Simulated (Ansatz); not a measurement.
# SiC: the cost of one run

Method: DFT PBEsol, scalar-relativistic, in Ansatz 0.2.0.

## Step 1: The structure to begin with

The structure is hexagonal, space group P6_3mc (No. 186). Conventional cell: a = 3.076 Å, b = 3.076 Å, c = 5.048 Å, α = 90.00°, β = 90.00°, γ = 120.00°. Around Si (site symmetry 3m) lie 4 C at 1.87 to 1.94 Å. C (site symmetry 3m) has 4 Si at 1.87 to 1.94 Å in its first shell of neighbours.

As a file:

```cif
data_structure
_symmetry_space_group_name_H-M 'P 1'
_symmetry_Int_Tables_number 1
_cell_length_a 3.0760
_cell_length_b 3.0760
_cell_length_c 5.0480
_cell_angle_alpha 90.000
_cell_angle_beta 90.000
_cell_angle_gamma 120.000
_cell_volume 41.36
loop_
_atom_site_label
_atom_site_type_symbol
_atom_site_fract_x
_atom_site_fract_y
_atom_site_fract_z
_atom_site_occupancy
Si1 Si 0.33333 0.66667 0.00000 1
Si2 Si 0.66667 0.33333 0.50000 1
C1 C 0.33333 0.66667 0.38500 1
C2 C 0.66667 0.33333 0.88500 1
```

Atoms are numbered in the order of the input: Si1, Si2, C3, C4.

## Step 2: After the deformation

Space group P6_3mc before, P6_3mc after.

## Step 3: All-electron LAPW

input.yaml reads:

```yaml
crystal:
  lattice:
    - [3.0759982064, 0.0, 0.0]
    - [-1.5379991032, 2.6638925888, 0.0]
    - [0.0, 0.0, 5.14896]
  atoms:
    - { symbol: Si, position: [0.3333333333, 0.6666666667, 0.0] }
    - { symbol: Si, position: [0.6666666667, 0.3333333333, 0.5] }
    - { symbol: C, position: [0.3333333333, 0.6666666667, 0.385] }
    - { symbol: C, position: [0.6666666667, 0.3333333333, 0.885] }
kpoints:
  mp_grid: { grid: [15, 15, 8] }
  band_path:
    path:
      - [0.0, 0.0, 0.0]
      - [0.5, 0.0, 0.0]
      - [0.3333333333, 0.3333333333, 0.0]
      - [0.0, 0.0, 0.0]
      - [0.0, 0.0, 0.5]
      - [0.5, 0.0, 0.5]
      - [0.3333333333, 0.3333333333, 0.5]
      - [0.0, 0.0, 0.5]
      - [0.5, 0.0, 0.5]
    npoints: 5
scf:
  occupations: { method: fermi_dirac, width: 0.08 }
hamiltonian:
  xc: pbesol
  pseudopotentials: { kind: all_electron, lapw: { basis_error: 0.001 } }
output:
  forces: true
  stress: true
  eigenvalues: true
```

On the command line:

```console
ansatz run input.yaml --threads 1 --pin off --max-ram 4096MiB --backend cpu --events-out ev --progress --plain --runs-dir out
```

**Question.** How long does this run take on 1 thread of Intel Xeon Platinum 8259CL at 2.50GHz (Skylake/Cascade Lake), shared host, and how much memory does it need?

About 70 s, with a peak of 0.59 GiB.
